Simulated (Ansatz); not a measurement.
Input of an Ansatz 0.2.0 run:

input.yaml

```yaml
crystal:
  lattice:
    - [5.605, 0.0, 0.0]
    - [0.0, 5.605, 0.0]
    - [0.0, 0.0, 5.605]
  atoms:
    - { symbol: Pb, position: [0.5, 0.5, 0.5] }
    - { symbol: Cs, position: [0.0, 0.0, 0.0] }
    - { symbol: Cl, position: [0.5, 0.0, 0.5] }
    - { symbol: Cl, position: [0.0, 0.5, 0.5] }
    - { symbol: Cl, position: [0.5, 0.5, 0.0] }
hamiltonian:
  xc: pbe
  pseudopotentials: { kind: paw }
kpoints:
  mp_grid: { grid: [5, 5, 5] }
  band_path:
    path:
      - [[0.0, 0.0, 0.0], [0.0, 0.5, 0.0], [0.5, 0.5, 0.0], [0.0, 0.0, 0.0], [0.5, 0.5, 0.5], [0.0, 0.5, 0.0]]
      - [[0.5, 0.5, 0.0], [0.5, 0.5, 0.5]]
    npoints: 14
scf:
  occupations: { method: fermi_dirac, width: 0.05 }
  n_extra_bands: 12
output:
  forces: true
  stress: true
  eigenvalues: true
  fatbands: false
  write_density: true
  write_potential: true
  elf: true
  volumetric_format: npy
```

Potentials or basis: Ansatz PAW.

Command:

```bash
$ ansatz run input.yaml --threads 2 --pin off --max-ram 5632MiB --backend cpu --events-out ev --progress --plain --runs-dir out
```

(1) Predict the band gap along the path.

(2) Estimate the pressure.

Answers

(1) 1.93 eV, direct.

(2) 1.7 GPa.

Caveat: spin-orbit coupling is left out, which moves the levels of the heavy elements.
